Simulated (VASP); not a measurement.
Wanted: the native input for a VASP 6.6.1 run.

```yaml
Task: relaxation of cell and atoms
Functional: PBE
Dispersion: D3(BJ)
Potentials_or_basis: VASP PAW PBE potentials, release 64 (Hf_pv, O)
Cutoff: 600 eV
k_mesh: 6 × 6 × 8
Occupations: fermi-dirac, width 0.05 eV
Spin: no spin polarisation
Further_INCAR_settings: ALGO = Normal; EDIFF = 1e-06; IBRION = 2; EDIFFG = -0.01; NSW = 60; ISIF = 3
```

The structure of HfO2 lies in POSCAR:

```
HfO2
1.0
    4.8135329900      0.0000000000      0.0000000000
    0.0000000000      4.8135329900      0.0000000000
    0.0000000000      0.0000000000      3.2054154100
Hf O
2 4
Direct
    0.5000000000      0.5000000000      0.5000000000
    0.0000000000      0.0000000000      0.0000000000
    0.8050448800      0.1949551200      0.5000000000
    0.6949551200      0.6949551200      0.0000000000
    0.3050448800      0.3050448800      0.0000000000
    0.1949551200      0.8050448800      0.5000000000
```

Measurements of this composition are mostly on another form, of space group No. 14.

One way to write it, as run:

INCAR

```
SYSTEM = HfO2
PREC = Accurate
ENCUT = 600
EDIFF = 1E-6
ISMEAR = -1
SIGMA = 0.05
LREAL = .FALSE.
LASPH = .TRUE.
NELM = 60
ALGO = Normal
ISIF = 3
LWAVE = .FALSE.
LCHARG = .FALSE.
GGA = PE
IVDW = 12
IBRION = 2
NSW = 60
EDIFFG = -0.01
```

KPOINTS

```
Automatic mesh
0
G
  6 6 8
  0 0 0
```

Potentials or basis: VASP PAW PBE potentials, release 64 (Hf_pv, O).

Launch:

```sh
$ cat potpaw_PBE.64/Hf_pv/POTCAR potpaw_PBE.64/O/POTCAR > POTCAR
$ mpirun -np 1 vasp_std > vasp.out
```

It gave:

The relaxed volume is 12.51 Å³/atom. The relaxed cell is a = 4.833 Å, b = 4.833 Å, c = 3.215 Å, α = 90.00°, β = 90.00°, γ = 90.00° and the space group after relaxing (to 0.05 Å) is P4_2/mnm (No. 136). The energy gained by relaxing is 1.1 meV/atom, the ionic steps are 5 and the pressure after relaxing is 0.0 GPa. The largest force after relaxing is 0.008 eV/Å. The band gap on the k mesh is 3.94 eV, direct. The dispersion energy per atom is -0.209 eV.

Caveat: spin-orbit coupling is left out, which moves the levels of the heavy elements.

Wall time 3.4 min on 1 thread of AMD EPYC 9R45 96-Core Processor (Zen 5) (shared host), peak memory 0.26 GiB.
